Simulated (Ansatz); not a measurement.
# C: the change of pressure and energy above lowest point with volume per atom

Equation of state of a cubic crystal from periodic Kohn-Sham density functional theory without spin; pressure corrected for the finite basis. The results are calculated, by Ansatz 0.2.0 development build.

Cell of the first row (space group Fm-3m, No. 225):
```
CELL_PARAMETERS angstrom
0.00000 1.50930 1.50930
1.50930 0.00000 1.50930
1.50930 1.50930 0.00000
ATOMIC_POSITIONS crystal
C 0.00000 0.00000 0.00000
```

Settings of every row: formula C; structure type fcc; functional PBE; spin treatment none; k mesh 61x61x61; occupation method fermi-dirac; occupation width 0.061225619 eV; wave cutoff 420 eV; datasets soft-1 PAW; density cutoff ratio 4.

Limits: a cubic model structure, not a phase known at ambient conditions.

| row | volume per atom (Å³) | pressure (GPa) | energy above lowest point (meV/atom) |
| --- | --- | --- | --- |
| 1 | 6.876 | 10.554 | 13.96 |
| 2 | 7.022 | 6.742 | 6.1 |
| 3 | 7.169 | 3.287 | 1.54 |
| 4 | 7.315 | 0.136 | 0 |
| 5 | 7.461 | ? | ? |
| 6 | 7.608 | -5.363 | 4.93 |
| 7 | 7.754 | -7.758 | 10.93 |

Question: what pressure and energy above lowest point should row 5 give?

Worked fit of pressure. Take u = (V_r/V)^(2/3) − 1 with V_r = 7.242 Å³ an atom, which is twice the finite (Eulerian) strain; such expansions in the strain, on which the Birch-Murnaghan equation of state is built, carry the rest volume and the bulk modulus. The shown rows have u = 0.03518, 0.02078, 0.00678, -0.00666, -0.03233, -0.04452. Least squares give pressure = 1.6712 + 234.308 × u + 509.11 × u² GPa; a straight line predicts inner rows, each left out in turn, worse (root mean square 0.32 against 0.015 GPa). The rows lie off it by 0.010, -0.018, 0.004, 0.003, 0.009, -0.007 (root mean square 0.0098 GPa). The pressure vanishes at u = -0.0072, or V = 7.321 Å³ an atom, and there the bulk modulus at fixed shape and fractions is B = −V dP/dV = (2/3)(1 + u) dP/du = 150 GPa. The withheld row has u = -0.01967, so the fit gives 1.6712 + 234.308 × (-0.01967) + 509.11 × (-0.01967)² = -2.741 GPa.

The calculation gave -2.74 GPa. The fit lies 0.001 GPa (0.0055 % of the column's range) below it, one unit of the last digit.

Worked fit of energy above lowest point. Take u = (V_r/V)^(2/3) − 1 with V_r = 7.242 Å³ an atom, which is twice the finite (Eulerian) strain; such expansions in the strain, on which the Birch-Murnaghan equation of state is built, carry the rest volume and the bulk modulus. The shown rows have u = 0.03518, 0.02078, 0.00678, -0.00666, -0.03233, -0.04452. Least squares give energy above lowest point = 0.408 + 113.25 × u + 7782.9 × u² − 1541 × u³ meV/atom; a parabola predicts inner rows, each left out in turn, worse (root mean square 0.031 against 0.012 meV/atom). The rows lie off it by 0.00, -0.01, 0.01, 0.00, 0.00, 0.00. Its lowest point lies at u = -0.0073, or V = 7.322 Å³ an atom, and the curvature there gives the bulk modulus at fixed shape and fractions, B = (4/9)(1 + u)² E″(u)/V = 150 GPa. The withheld row has u = -0.01967, so the fit gives 0.408 + 113.25 × (-0.01967) + 7782.9 × (-0.01967)² − 1541 × (-0.01967)³ = 1.20 meV/atom.

The calculation gave 1.21 meV/atom. The fit lies 0.01 meV/atom (0.072 % of the column's range) below it, one unit of the last digit.
